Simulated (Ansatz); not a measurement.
# InP: the cost of one run

Program: Ansatz 0.2.0. Level of theory: DFT r2SCAN, scalar-relativistic, plane waves, PAW. These are calculated values, not measurements.

The COD entry's cell or inner coordinates are ideal or old and differ from later refinements, so a difference from it is no clean test against experiment.

1 further run of the same task is left out (set aside as unsound or not needed).

### 1 Starting point

It takes space group F-43m (No. 216, cubic). Conventional cell: a = 5.907 Å, b = 5.907 Å, c = 5.907 Å, α = 90.00°, β = 90.00°, γ = 90.00°. In (site symmetry -43m) is surrounded by 4 P at 2.56 Å. P (site symmetry -43m) has 4 In at 2.56 Å as nearest neighbours.

Coordinates:

```
CELL_PARAMETERS angstrom
0.00000 2.95357 2.95357
2.95357 0.00000 2.95357
2.95357 2.95357 0.00000
ATOMIC_POSITIONS crystal
In 0.00000 0.00000 0.00000
P 0.25000 0.25000 0.25000
```

It is the result of an earlier relaxation at this level (volume 25.77 Å³/atom; gap on the mesh: 1.03 eV).

Bulk energy on matching settings, from an earlier run: -3185.8690 eV/atom.

### 2 The (110) slab

Miller indices refer to the conventional cell of the relaxed bulk, F-43m (No. 216): a = 5.907 Å, b = 5.907 Å, c = 5.907 Å, α = 90.00°, β = 90.00°, γ = 90.00°.

The slab is a (110) slab, 12.5 Å thick as cut, with 15 Å of vacuum; its outer planes are InP (top) and InP (bottom).

The slab as cut. Its planes from the bottom up:

```csv
plane,atoms per cell,height over the lowest (Å)
1,InP,0.00
2,InP,2.09
3,InP,4.18
4,InP,6.27
5,InP,8.35
6,InP,10.44
7,InP,12.53
```

### 3 Single point on the unrelaxed (110) slab

A dipole layer in the vacuum cancels the field that periodic copies would set up if the slab's two faces differ.

The input, input.yaml:

```yaml
crystal:
  lattice:
    - [4.1769772426, 0.0, 0.0]
    - [0.0, 5.9071378662, 0.0]
    - [0.0, 0.0, 27.5309317278]
  atoms:
    - { symbol: In, position: [0.5, 0.5, 0.2724208564] }
    - { symbol: P, position: [0.0, 0.75, 0.2724208564] }
    - { symbol: In, position: [0.0, 0.0, 0.348280571] }
    - { symbol: P, position: [0.5, 0.25, 0.348280571] }
    - { symbol: In, position: [0.5, 0.5, 0.4241402855] }
    - { symbol: P, position: [0.0, 0.75, 0.4241402855] }
    - { symbol: In, position: [0.0, 0.0, 0.5] }
    - { symbol: P, position: [0.5, 0.25, 0.5] }
    - { symbol: In, position: [0.5, 0.5, 0.5758597145] }
    - { symbol: P, position: [0.0, 0.75, 0.5758597145] }
    - { symbol: In, position: [0.0, 0.0, 0.651719429] }
    - { symbol: P, position: [0.5, 0.25, 0.651719429] }
    - { symbol: In, position: [0.5, 0.5, 0.7275791436] }
    - { symbol: P, position: [0.0, 0.75, 0.7275791436] }
basis:
  ecutwfc: 500
kpoints:
  mp_grid: { grid: [7, 5, 1] }
hamiltonian:
  xc: r2scan
scf:
  occupations: { method: gaussian, width: 0.05 }
output:
  forces: true
  stress: true
  eigenvalues: true
  write_density: true
  write_potential: true
  elf: true
  volumetric_format: npy
efield:
  axis: 3
  dipole_correction: true
```

Run with:

```sh
$ ansatz run input.yaml --threads 2 --pin off --max-ram 5120MiB --backend cpu --events-out ev --progress --plain --runs-dir out
```

**Question.** How long does this run take on 2 threads of Intel Xeon at 2.50GHz (Skylake/Cascade Lake), shared host, and how much memory does it need?

About 3 min, with a peak of 2.3 GiB.
